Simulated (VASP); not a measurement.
# ScAlN2 (I4_1/amd) in VASP: notebook

Runs on ScAlN2. Level: PBE. Tasks: single point.

Program: VASP 6.6.1. These are calculated values, not measurements. Logs are shortened: lines on timing, memory, paths and dates and some standing lists are left out, and cuts for length are marked.

### 1 The structure

The structure is tetragonal, space group I4_1/amd (No. 141). The conventional cell has a = 4.399 Å, b = 4.399 Å, c = 8.397 Å, α = 90.00°, β = 90.00°, γ = 90.00°. Around Sc (site symmetry -4m2) lie 6 N at 2.20 Å. Around Al (site symmetry -4m2) lie 6 N at 1.99 to 2.20 Å. N (site symmetry 2mm) has 3 Al at 1.99 to 2.20 Å and 3 Sc at 2.20 Å as nearest neighbours.

The cell comes from a database or a generator and needn't be the stable form of this composition.

### 2 Single point, PBE

File INCAR:

```
PREC     = Accurate       # precision mode
ENCUT    = 220            # plane-wave cutoff, eV
EDIFF    = 1E-7           # SCF threshold, eV
ISMEAR   = 0              # smearing method
SIGMA    = 0.05           # smearing width, eV
LREAL    = False          # projectors in reciprocal space
LASPH    = True           # aspherical terms in the spheres
NELM     = 100            # most SCF steps
ALGO     = Normal         # electronic algorithm
ISIF     = 2              # what is computed and relaxed
LWAVE    = False          # write WAVECAR
LCHARG   = False          # write CHGCAR
GGA      = PE             # functional
ADDGRID  = False
```

File KPOINTS:

```
regular mesh
0
Gamma
  6 6 6
```

File POSCAR:

```
ScAlN2
1.0
   -2.1994840000      2.1994840000      4.1986215000
    2.1994840000     -2.1994840000      4.1986215000
    2.1994840000      2.1994840000     -4.1986215000
Sc Al N
2 2 4
Direct
    0.0000000000      0.0000000000      0.0000000000
    0.7500000000      0.2500000000      0.5000000000
    0.5000000000      0.5000000000      0.0000000000
    0.2500000000      0.7500000000      0.5000000000
    0.7375140000      0.7375140000      0.0000000000
    0.0124860000      0.5124860000      0.5000000000
    0.2624860000      0.2624860000      0.0000000000
    0.4875140000      0.9875140000      0.5000000000
```

Potentials or basis: VASP PAW PBE potentials, release 64 (Sc_sv, Al, N).

Launch:

```bash
$ cat potpaw_PBE.64/Sc_sv/POTCAR potpaw_PBE.64/Al/POTCAR potpaw_PBE.64/N/POTCAR > POTCAR
$ mpirun -np 1 vasp_std > vasp.out
```

OUTCAR:

```text
PREC = Accurate
   ENCUT = 220
   EDIFF = 1E-7
   ISMEAR = 0
   LREAL = False
   LASPH = True
   NELM = 100
   ISIF = 2
   GGA = PE

 Found     30 irreducible k-points:

 Following reciprocal coordinates:
            Coordinates               Weight
  0.000000  0.000000  0.000000      1.000000
  0.166667  0.000000 -0.000000      8.000000
  0.333333  0.000000  0.000000      8.000000
  0.500000 -0.000000  0.000000      4.000000
  0.166667  0.166667  0.000000      8.000000
  0.333333  0.166667 -0.000000     16.000000
   k-points           NKPTS =     30   k-points in BZ     NKDIM =     30   number of bands    NBANDS=     29
   number of dos      NEDOS =    301   number of ions     NIONS =      8
   total plane-waves  NPLWV =  21952
   dimension x,y,z NGX =    28 NGY =   28 NGZ =   28
   dimension x,y,z NGXF=    56 NGYF=   56 NGZF=   56
   ions per type =               2   2   4
   NGX,Y,Z   is equivalent  to a cutoff of   8.91,  8.91,  8.91 a.u.
   NGXF,Y,Z  is equivalent  to a cutoff of  17.82, 17.82, 17.82 a.u.
 SYSTEM =  unknown system
   PREC   = accura    normal or accurate (medium, high low for compatibility)
   ISTART =      0    job   : 0-new  1-cont  2-samecut
   ICHARG =      2    charge: 1-file 2-atom 10-const
   ISPIN  =      1    spin polarized calculation?
   LNONCOLLINEAR =      F non collinear calculations
   LSORBIT =      F    spin-orbit coupling
   LASPH  =      T    aspherical Exc in radial PAW
   ENCUT  =  220.0 eV  16.17 Ry    4.02 a.u.   6.32  6.32  6.32*2*pi/ulx,y,z
   NELM   =    100;   NELMIN=  2; NELMDL= -5     # of ELM steps
   EDIFF  = 0.1E-06   stopping-criterion for ELM
   LREAL  =      F    real-space projection
   EDIFFG = 0.1E-05   stopping-criterion for IOM
   NSW    =      0    number of steps for IOM
   IBRION =     -1    ionic relax: 0-MD 1-quasi-New 2-CG
   NFREE  =      0    steps in history (QN), initial steepest desc. (CG)
   ISIF   =      2    stress and relaxation
   ISYM   =      2    0-nonsym 1-usesym 2-fastsym
   POTIM  = 0.5000    time-step for ionic-motion
   TEBEG  =    0.0;   TEEND  =   0.0 temperature during run
   PSTRESS=    0.0 pullay stress
   NELECT =      48.0000    total number of electrons
   NUPDOWN=      -1.0000    fix difference up-down
   EMIN   =  10.00;   EMAX   =-10.00  energy-range for DOS
   EFERMI =   0.00;   METHOD = LEGACY
   ISMEAR =     0;   SIGMA  =   0.05  broadening in eV -4-tet -1-fermi 0-gaus
   EFERMI_NEDOS =   21; number of points for ismear=-14 and -15
   IALGO  =     38    algorithm
   IMIX   =      4    mixing-type and parameters
     AMIX     =   0.40;   BMIX     =  1.00
     AMIX_MAG =   1.60;   BMIX_MAG =  1.00
  volume/ion in A,a.u.               =      10.16        68.54
  Fermi-wavevector in a.u.,A,eV,Ry     =   1.373681  2.595880 25.674176  1.886999
  Thomas-Fermi vector in A             =   2.499176
   LORBIT       =      0    0 simple, 1 ext, 2 COOP (PROOUT), +10 PAW based schemes
   GGA     = PE    functional components
   LHFCALC =     F    Hartree Fock is set to
   AEXX    =    0.0000 exact exchange contribution
   IVDW    =     0    specifies the selected vdW correction
   LEPSILON=     F    determine dielectric tensor
   LRPA    =     F    only Hartree local field effects (RPA)
 non-spin polarized calculation
 Gauss-broadening in eV      SIGMA  =   0.05
  energy-cutoff  :      220.00
  volume of cell :       81.25
 maximum number of plane-waves:       623
 NGX is ok and might be reduce to    28
   NGX = 13   NGY = 13   NGZ = 13

 number of electron      47.9999975 magnetization

 Free energy of the ion-electron system (eV)
  ---------------------------------------------------
  ext. energy  EPLUGINS =         0.00000000
  ---------------------------------------------------
  free energy    TOTEN  =       -65.12297587 eV

  energy without entropy =      -65.12297587  energy(sigma->0) =      -65.12297587

 E-fermi :   7.5797     XC(G=0): -11.9495

 val. band max:        7.2636007342   @ k =   0.0000   0.0000   0.0000
 cond. band min:       8.3045844997   @ k =   0.5000   0.5000   0.5000
 fundamental gap:      1.0409837655
 Fermi energy:         7.5796942778

 k-point     1 :       0.0000    0.0000    0.0000
  band No.  band energies     occupation
      1     -40.7761      2.00000
      2     -40.6624      2.00000
      3     -19.7040      2.00000
      4     -19.5459      2.00000
      5     -19.5459      2.00000
      6     -19.3871      2.00000
[... 21 lines left out ...]
     28      10.8015      0.00000
     29      11.3297      0.00000

 k-point     2 :       0.1667    0.0000   -0.0000
  band No.  band energies     occupation
      1     -40.7656      2.00000
      2     -40.6631      2.00000
      3     -19.7060      2.00000
      4     -19.5775      2.00000
      5     -19.5526      2.00000
      6     -19.3890      2.00000
[... 21 lines left out ...]
     28      11.4364      0.00000
     29      11.4421      0.00000

 k-point     3 :       0.3333    0.0000    0.0000
  band No.  band energies     occupation
      1     -40.7521      2.00000
      2     -40.6770      2.00000
      3     -19.7143      2.00000
      4     -19.6365      2.00000
      5     -19.5657      2.00000
      6     -19.3846      2.00000
[... 21 lines left out ...]
     28      11.8521      0.00000
     29      12.0830      0.00000

 k-point     4 :       0.5000   -0.0000    0.0000
  band No.  band energies     occupation
      1     -40.7428      2.00000
      2     -40.6851      2.00000
      3     -19.7182      2.00000
      4     -19.6665      2.00000
      5     -19.5707      2.00000
      6     -19.3761      2.00000
[... 21 lines left out ...]
     28      11.8588      0.00000
     29      11.9943      0.00000

 k-point     5 :       0.1667    0.1667    0.0000
  band No.  band energies     occupation
      1     -40.7566      2.00000
      2     -40.6711      2.00000
      3     -19.6992      2.00000
      4     -19.6184      2.00000
      5     -19.5596      2.00000
      6     -19.3994      2.00000
[... 21 lines left out ...]
     28      11.4226      0.00000
     29      12.0730      0.00000

 k-point     6 :       0.3333    0.1667   -0.0000
  band No.  band energies     occupation
      1     -40.7419      2.00000
      2     -40.6855      2.00000
      3     -19.7089      2.00000
      4     -19.6715      2.00000
      5     -19.5637      2.00000
      6     -19.4147      2.00000
[... 21 lines left out ...]
     28      11.7431      0.00000
     29      12.2002      0.00000

 [... further k-points ...]

------------------------ aborting loop because EDIFF is reached ----------------------------------------

  FORCE on cell =-STRESS in cart. coord.  units (eV):
  Direction    XX          YY          ZZ          XY          YZ          ZX
  --------------------------------------------------------------------------------------
  -------------------------------------------------------------------------------------
  Total      -31.1451080    -31.1451080    -30.2733679      0.0000000      0.0000000      0.0000000
  in kB     -614.1749411   -614.1749411   -596.9844100      0.0000000      0.0000000      0.0000000
  external PRESSURE =    -608.4447641 kB  Pullay stress =       0.0000000 kB

 VOLUME and BASIS-vectors are now :
 -----------------------------------------------------------------------------
  energy-cutoff  :      220.00
  volume of cell :       81.25
      direct lattice vectors                 reciprocal lattice vectors
    -2.199484000  2.199484000  4.198621500     0.000000000  0.227326046  0.119086705
     2.199484000 -2.199484000  4.198621500     0.227326046  0.000000000  0.119086705
     2.199484000  2.199484000 -4.198621500     0.227326046  0.227326046  0.000000000

 POSITION                                       TOTAL-FORCE (eV/Angst)
 -----------------------------------------------------------------------------------
      0.00000      0.00000      0.00000        -0.000000     -0.000000      0.000000
      0.00000      2.19948      2.09931        -0.000000     -0.000000      0.000000
      0.00000      0.00000      4.19862        -0.000000     -0.000000      0.000000
      2.19948      0.00000      2.09931        -0.000000     -0.000000      0.000000
      0.00000      0.00000      6.19308         0.000000      0.000000      0.058894
      2.19948      0.00000      0.10485         0.000000      0.000000     -0.058894
      0.00000      0.00000      2.20416        -0.000000     -0.000000     -0.058894
      2.19948      0.00000      4.09377        -0.000000     -0.000000      0.058894
 -----------------------------------------------------------------------------------
    total drift:                                0.000000      0.000000     -0.000000

  FREE ENERGIE OF THE ION-ELECTRON SYSTEM (eV)
  ---------------------------------------------------
  free  energy   TOTEN  =       -65.1229758660 eV

  energy  without entropy=      -65.1229758660  energy(sigma->0) =      -65.12297587
```

OSZICAR:

```text
N       E                     dE             d eps       ncg     rms          rms(c)
DAV:   1     0.353969236726E+03    0.35397E+03   -0.13710E+04  1884   0.891E+02
DAV:   2    -0.270102340586E+02   -0.38098E+03   -0.37188E+03  2084   0.420E+02
DAV:   3    -0.718588891926E+02   -0.44849E+02   -0.42497E+02  2760   0.115E+02
DAV:   4    -0.736419806930E+02   -0.17831E+01   -0.17710E+01  2576   0.230E+01
DAV:   5    -0.736707158098E+02   -0.28735E-01   -0.28689E-01  2550   0.332E+00    0.243E+01
DAV:   6    -0.653944431125E+02    0.82763E+01   -0.36488E+01  2544   0.448E+01    0.119E+01
DAV:   7    -0.652498290895E+02    0.14461E+00   -0.16900E+00  2339   0.802E+00    0.678E+00
DAV:   8    -0.651310566890E+02    0.11877E+00   -0.27205E-01  2182   0.303E+00    0.700E-01
DAV:   9    -0.651238829476E+02    0.71737E-02   -0.27269E-02  2488   0.104E+00    0.349E-01
DAV:  10    -0.651232502302E+02    0.63272E-03   -0.79887E-03  2528   0.754E-01    0.150E-01
DAV:  11    -0.651229848291E+02    0.26540E-03   -0.20524E-03  2584   0.367E-01    0.463E-02
DAV:  12    -0.651229860375E+02   -0.12084E-05   -0.18924E-04  2520   0.958E-02    0.290E-02
DAV:  13    -0.651229764789E+02    0.95586E-05   -0.73979E-05  2560   0.857E-02    0.630E-03
DAV:  14    -0.651229761686E+02    0.31036E-06   -0.80035E-06  2539   0.285E-02    0.686E-03
DAV:  15    -0.651229758664E+02    0.30218E-06   -0.15206E-06  2552   0.126E-02    0.103E-03
DAV:  16    -0.651229758660E+02    0.41837E-09   -0.71058E-08  1315   0.193E-03
   1 F= -.65122976E+02 E0= -.65122976E+02  d E =-.114767E-20
```

stdout:

```text
POSCAR found type information on POSCAR ScAlN
 POSCAR found :  3 types and       8 ions
 scaLAPACK will be used
 LDA part: xc-table for (Slater+PW92), standard interpolation
 POSCAR, INCAR and KPOINTS ok, starting setup
 FFT: planning ... GRIDC
 FFT: planning ... GRID_SOFT
 FFT: planning ... GRID
 WAVECAR not read
 entering main loop
```

Wall time 37 s (1 thread of AMD EPYC 7R13 (Zen 3), shared host); peak memory 0.13 GiB.

The run converged, but a check on its numbers failed (symmetry, net force, bounds or a known fault of this set-up), so they aren't taken as properties of the crystal.

Caveat: the cutoff lies under the usual one of these potentials, so the numbers hold a large basis-set error; a pressure of tens of GPa on the cell as given is suspect, and the run, the potentials or the cell itself is likely at fault.

### 3 Single point, PBE

Edit INCAR of step 2 so:

```diff
@@ -1,3 +1,3 @@
 PREC     = Accurate       # precision mode
-ENCUT    = 220            # plane-wave cutoff, eV
+ENCUT    = 400            # plane-wave cutoff, eV
 EDIFF    = 1E-7           # SCF threshold, eV
```

File KPOINTS:

```
regular mesh
0
Gamma
  5 5 5
```

POSCAR is that of step 2.

Potentials or basis: VASP PAW PBE potentials, release 64 (Sc_sv, Al, N).

Launch:

```bash
$ cat potpaw_PBE.64/Sc_sv/POTCAR potpaw_PBE.64/Al/POTCAR potpaw_PBE.64/N/POTCAR > POTCAR
$ mpirun -np 1 vasp_std > vasp.out
```

OUTCAR:

```text
PREC = Accurate
   ENCUT = 400
   EDIFF = 1E-7
   ISMEAR = 0
   LREAL = False
   LASPH = True
   NELM = 100
   ISIF = 2
   GGA = PE

 Found     18 irreducible k-points:

 Following reciprocal coordinates:
            Coordinates               Weight
  0.000000  0.000000  0.000000      1.000000
  0.200000 -0.000000  0.000000      8.000000
[... 278 lines left out ...]
  -------------------------------------------------------------------------------------
  Total       -1.8316666     -1.8316666     -1.7434352      0.0000000      0.0000000      0.0000000
  in kB      -36.1200774    -36.1200774    -34.3801724      0.0000000      0.0000000      0.0000000
  external PRESSURE =     -35.5401091 kB  Pullay stress =       0.0000000 kB

 VOLUME and BASIS-vectors are now :
 -----------------------------------------------------------------------------
  energy-cutoff  :      400.00
  volume of cell :       81.25
      direct lattice vectors                 reciprocal lattice vectors
    -2.199484000  2.199484000  4.198621500     0.000000000  0.227326046  0.119086705
     2.199484000 -2.199484000  4.198621500     0.227326046  0.000000000  0.119086705
     2.199484000  2.199484000 -4.198621500     0.227326046  0.227326046  0.000000000

 POSITION                                       TOTAL-FORCE (eV/Angst)
 -----------------------------------------------------------------------------------
      0.00000      0.00000      0.00000         0.000000      0.000000      0.000000
      0.00000      2.19948      2.09931         0.000000      0.000000      0.000000
      0.00000      0.00000      4.19862         0.000000      0.000000      0.000000
      2.19948      0.00000      2.09931         0.000000      0.000000      0.000000
      0.00000      0.00000      6.19308        -0.000000     -0.000000     -0.008050
      2.19948      0.00000      0.10485         0.000000      0.000000      0.008050
      0.00000      0.00000      2.20416         0.000000      0.000000      0.008050
      2.19948      0.00000      4.09377        -0.000000     -0.000000     -0.008050
 -----------------------------------------------------------------------------------
    total drift:                               -0.000000      0.000000     -0.000000

  FREE ENERGIE OF THE ION-ELECTRON SYSTEM (eV)
  ---------------------------------------------------
  free  energy   TOTEN  =       -64.8587595387 eV

  energy  without entropy=      -64.8587595387  energy(sigma->0) =      -64.85875954
```

OSZICAR:

```text
N       E                     dE             d eps       ncg     rms          rms(c)
DAV:   1     0.564636537172E+03    0.56464E+03   -0.18470E+04  1060   0.140E+03
DAV:   2     0.187413413539E+02   -0.54590E+03   -0.53662E+03  1252   0.548E+02
DAV:   3    -0.720271404131E+02   -0.90768E+02   -0.86545E+02  1774   0.182E+02
DAV:   4    -0.774956681809E+02   -0.54685E+01   -0.54300E+01  1640   0.448E+01
DAV:   5    -0.776021741010E+02   -0.10651E+00   -0.10594E+00  1664   0.794E+00    0.239E+01
DAV:   6    -0.648732042331E+02    0.12729E+02   -0.70665E+01  1560   0.589E+01    0.984E+00
DAV:   7    -0.649534289416E+02   -0.80225E-01   -0.31738E+00  1656   0.132E+01    0.649E+00
DAV:   8    -0.648819061180E+02    0.71523E-01   -0.60412E-01  1504   0.532E+00    0.128E+00
DAV:   9    -0.648609866053E+02    0.20920E-01   -0.63763E-02  1496   0.140E+00    0.609E-01
DAV:  10    -0.648586125268E+02    0.23741E-02   -0.19683E-02  1560   0.105E+00    0.131E-01
DAV:  11    -0.648587747020E+02   -0.16218E-03   -0.60352E-04  1600   0.214E-01    0.450E-02
DAV:  12    -0.648587606388E+02    0.14063E-04   -0.70514E-05  1688   0.680E-02    0.127E-02
DAV:  13    -0.648587601536E+02    0.48521E-06   -0.12482E-05  1552   0.434E-02    0.574E-03
DAV:  14    -0.648587596216E+02    0.53203E-06   -0.37133E-06  1568   0.227E-02    0.362E-03
DAV:  15    -0.648587595387E+02    0.82893E-07   -0.41968E-07  1040   0.848E-03
   1 F= -.64858760E+02 E0= -.64858760E+02  d E =-.170762E-18
```

It took 46 s on 1 thread of AMD EPYC 7R13 (Zen 3), shared host; peak memory 0.17 GiB.

These settings aren't checked as converged: the numbers below hold their error.

What came out:

- Free energy: -64.8588 eV
- Largest force: 0.008 eV/Å
- Band gap on the k mesh: 1.05 eV, direct

Caveat: the cutoff is under 1.25 times the usual one of these potentials, so pressure, stress and relaxed cells hold a basis-set (Pulay) error; an odd mesh through Γ misses points on the zone boundary, where band edges often lie.

### 4 Single point, PBE

Edit INCAR of step 3 so:

```diff
@@ -1,3 +1,3 @@
 PREC     = Accurate       # precision mode
-ENCUT    = 400            # plane-wave cutoff, eV
+ENCUT    = 650            # plane-wave cutoff, eV
 EDIFF    = 1E-7           # SCF threshold, eV
```

File KPOINTS:

```
regular mesh
0
Gamma
  4 4 4
```

POSCAR is that of step 3.

Launch:

```bash
$ cat potpaw_PBE.64/Sc_sv/POTCAR potpaw_PBE.64/Al/POTCAR potpaw_PBE.64/N/POTCAR > POTCAR
$ mpirun -np 1 vasp_std > vasp.out
```

Run time: 75 s. Hardware: 1 thread of AMD EPYC 7R13 (Zen 3), shared host; peak memory 0.3 GiB.

These settings aren't checked as converged: the numbers below hold their error.

What came out:

```
Free energy            : -64.8585 eV
Pressure               : -0.1 GPa
Band gap on the k mesh : 0.95 eV, indirect (least direct gap 1.05 eV)
```

Caveat: the k mesh is coarse (spacing up to 0.50 Å⁻¹), so the values aren't converged.

### 5 Single point, PBE

Edit INCAR of step 4 so:

```diff
@@ -1,3 +1,3 @@
 PREC     = Accurate       # precision mode
-ENCUT    = 650            # plane-wave cutoff, eV
+ENCUT    = 400            # plane-wave cutoff, eV
 EDIFF    = 1E-7           # SCF threshold, eV
```

File KPOINTS:

```
regular mesh
0
Gamma
  6 6 6
```

POSCAR is that of step 4.

Launch:

```bash
$ cat potpaw_PBE.64/Sc_sv/POTCAR potpaw_PBE.64/Al/POTCAR potpaw_PBE.64/N/POTCAR > POTCAR
$ mpirun -np 1 vasp_std > vasp.out
```

Run time: 72 s. Hardware: 1 thread of AMD EPYC 7R13 (Zen 3), shared host; peak memory 0.18 GiB.

The run converged, but some of its settings lie outside the range that counts as converged, so its numbers aren't taken as properties of the crystal.

What came out:

| Quantity | Value |
| --- | --- |
| Free energy | -64.8575 eV |
| Largest force | 0.008 eV/Å |
| Band gap on the k mesh | 0.96 eV, indirect (least direct gap 1.05 eV) |

Caveat: the cutoff is under 1.25 times the usual one of these potentials, so pressure, stress and relaxed cells hold a basis-set (Pulay) error.
